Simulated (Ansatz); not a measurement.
## Si$_{2}$Mo (P6_222)

Level of theory: DFT PBE, scalar-relativistic, plane waves, PAW in Ansatz 0.2.0.

Plane waves to 420 eV, a k mesh through Γ of 12×12×6 on the computed 9-atom cell and Gaussian smearing (0.01 eV); no spin polarisation.

The structure is relaxed at this level of theory with its symmetry kept. This form isn't the usual stable structure of the compound.

Space group P6_222 (No. 180). a = 4.613 Å, b = 4.613 Å, c = 6.609 Å, α = 90.00°, β = 90.00°, γ = 120.00°
```csv
atom,site,symmetry,x,y,z
Si,6j,..2,0.1640,0.8360,0.8333
Mo,3d,222,0.5000,0.0000,0.5000
```

| Quantity | Value |
| --- | --- |
| Space group | P6_222 (No. 180) |
| Volume per atom | 13.53 Å³ |
| Formation energy from the elements' standard states (uncorrected) | -0.467 eV/atom |
| Kohn–Sham band gap | 0.06 eV, indirect from L to M |
| Löwdin character of the top 1 eV of the valence band | Mo 4d 80 %, Si 3p 12 %, unprojected 4 % |
| Löwdin character of the lowest 1 eV of the conduction band | Mo 4d 59 %, Si 3p 25 %, Si 3s 11 % |
| Electron masses at the edge by Cartesian direction of the standard setting (m_e; degenerate bands sorted by energy; no spin-orbit coupling) | x: 0.32; y: 0.46; z: 0.50 |
| Hole masses at the edge by Cartesian direction of the standard setting (m_e; degenerate bands sorted by energy; no spin-orbit coupling) | x: 0.53; y: 0.45; z: 0.47 |
| Bulk modulus | 206 GPa |
| Its pressure derivative | 4.5 |
| Bader charges (e) | Si (6 in the cell) -0.08, Mo (3 in the cell) 0.17 |

Cost: 11 runs of about 24 core-minutes in all, on Arm Neoverse V2 (shared hosts).